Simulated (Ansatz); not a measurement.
# PbO: what symmetry allows forces and stress to be

```yaml
crystal:
  lattice:
    - [4.05472, 0.00000, 0.00000]
    - [0.00000, 4.05472, 0.00000]
    - [0.00000, 0.00000, 5.04816]
  atoms:
    - { symbol: Pb, position: [0.00000, 0.50000, 0.26326] }
    - { symbol: Pb, position: [0.50000, 0.00000, 0.73674] }
    - { symbol: O, position: [0.00000, 0.00000, 0.00000] }
    - { symbol: O, position: [0.50000, 0.50000, 0.00000] }
```

The calculation used DFT PBE, scalar-relativistic, plane waves, PAW (Ansatz 0.2.0).

Cutoff 420 eV; k points 8×8×6 on the computed 4-atom cell (Γ-centred); Gaussian smearing, width 0.02 eV; no spin polarisation.

This distorted cell has space group P4/nmm, with 16 operations.

Q: Without a calculation: in which directions can each atom feel a force?

A: A force must be left unchanged by every operation that keeps its atom in place, so it lies in the space that those operations leave fixed. Atoms that the group maps onto each other feel forces of one size.
```tsv
atom	site symmetry	operations at the site	equivalent to atom	allowed force (Cartesian)
Pb1	4mm	8	1	along (0.00, 0.00, 1.00)
Pb2	4mm	8	1	along (0.00, 0.00, 1.00)
O3	-4m2	8	3	none
O4	-4m2	8	3	none
```

That leaves 1 independent force component of 12. A relaxation in this cell that keeps the symmetry moves the atoms in these directions alone.

Q: And the stress tensor?

A: It must be invariant under the point group, which leaves 2 independent components: yz, xz, xy vanish; xx = yy.

Q: Do the computed values obey this?

A: Yes. Forces (eV/Å):
```
Pb1  0.000  0.000 -2.089
Pb2  0.000  0.000  2.089
O3   0.000  0.000  0.000
O4   0.000  0.000  0.000
```

Stress (GPa, compression positive, xx yy zz yz xz xy): -3.29 -3.29 -7.97 0.00 0.00 0.00. The program imposes the same operations on density, forces and stress, so this confirms the analysis and is no independent test of the calculation.

Spin–orbit coupling is left out, which can shift energies with elements as heavy as these.